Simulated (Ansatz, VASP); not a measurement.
## Cs in VASP and in Ansatz

The input INCAR:

```
SYSTEM = Cs
PREC = Accurate ; ENCUT = 520
EDIFF = 1E-7 ; ISMEAR = -1
SIGMA = 0.05 ; LREAL = .False.
LASPH = .True. ; NELM = 80
ALGO = Normal ; ISIF = 2
LWAVE = .False. ; LCHARG = .False.
GGA = PE ; NBANDS = 10
```

KPOINTS

```
Automatic mesh
0
Gamma
  6 6 6
  0 0 0
```

Contents of POSCAR:

```
Cs
1.0
    2.9987485707     -4.3090161429      0.0000000000
    2.9987485707      4.3090161429      0.0000000000
   -2.5576540296      0.0000000000      4.3842627047
Cs
1
Direct
    0.0000000000      0.0000000000      0.5000000000
```

The input input.yaml:

```yaml
crystal:
  lattice:
    - [2.9987485707, -4.3090161429, 0.0]
    - [2.9987485707, 4.3090161429, 0.0]
    - [-2.5576540296, 0.0, 4.3842627047]
  atoms:
    - { symbol: Cs, position: [0.0, 0.0, 0.5] }
hamiltonian:
  xc: pbe
  pseudopotentials: { kind: paw }
kpoints:
  mp_grid: { grid: [6, 6, 6] }
scf:
  occupations: { method: fermi_dirac, width: 0.05 }
output:
  forces: true
  stress: true
  eigenvalues: true
```

Change from the starting cell: volume scaled by 0.98.

Alike in both runs: task single point; functional PBE; k mesh 6 × 6 × 6; occupations fermi-dirac, width 0.05 eV; no spin polarisation.

|  | VASP | Ansatz |
| --- | --- | --- |
| version | VASP 6.6.1 | Ansatz 0.2.0 |
| potentials or method | VASP PAW PBE potentials, release 64 (Cs_sv) | Ansatz PAW |
| plane-wave cutoff (eV) | 520 | 420 |
| valence electrons in the cell | 9 | 9 |

|  | VASP | Ansatz | Ansatz less VASP |
| --- | --- | --- | --- |
| gap on the k mesh at the Fermi level (eV) | none | none | - |
| pressure (GPa) | 0.1 | 0.1 | +0.01 |
| largest component of the traceless stress (GPa) | 0.06 | 0.06 | 0.000 |

A gap of «none» marks a metal or a gap that the smearing closes.

The runs have no spin-orbit coupling, so splittings on Cs are missing.
